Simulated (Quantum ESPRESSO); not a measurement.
SnO:

```
CELL_PARAMETERS angstrom
3.81370 0.00000 0.00000
0.00000 3.81370 0.00000
0.00000 0.00000 4.88691
ATOMIC_POSITIONS crystal
Sn 0.50000 0.00000 0.76463
Sn 0.00000 0.50000 0.23537
O 0.00000 0.00000 0.00000
O 0.50000 0.50000 0.00000
```

The cell is a database's computed one.

* Program: Quantum ESPRESSO 7.5
* Task: relaxation of cell and atoms
* Functional: PBEsol
* Dispersion: D3
* Potentials or basis: GBRV 1.5 PBEsol
* Cutoff: 925 eV
* Density cutoff: 7401 eV
* k mesh: 5 × 5 × 4
* Occupations: fermi-dirac, width 0.05 eV
* Spin: no spin polarisation

At the start: pressure -1.3 GPa; volume 17.77 Å³/atom.

Q: How do energy, volume and symmetry change on relaxing?

A: Over 11 steps the energy falls by 6.1 meV/atom and the volume is 16.69 Å³/atom (-6.0 %); space group P4/nmm (No. 129, to 0.05 Å).

Step by step:
```
step  energy change (eV)  largest force (eV/Å)  pressure (GPa)  volume (Å³)
   1              0.0000                0.1151           -1.27        71.08
   2             -0.0011                0.1059           -1.23        70.97
   3             -0.0127                0.0654           -0.30        68.64
   4             -0.0132                0.0512           -0.14        68.42
   5             -0.0151                0.0538            0.66        67.53
   6             -0.0164                0.1061            0.88        67.32
   7             -0.0200                0.1932            0.97        67.08
   8             -0.0223                0.1860            0.79        66.86
   9             -0.0240                0.0954            0.36        66.76
  10             -0.0246                0.0232           -0.01        66.87
  11             -0.0246                0.0018           -0.01        66.78
```

Final structure:
```
Sn O
1.0
     3.79553    0.00000    0.00000
     0.00000    3.79553    0.00000
     0.00000    0.00000    4.63534
Sn O
2 2
Direct
  0.50000 0.00000 0.75132
  0.00000 0.50000 0.24868
  0.00000 0.00000 0.00000
  0.50000 0.50000 0.00000
```
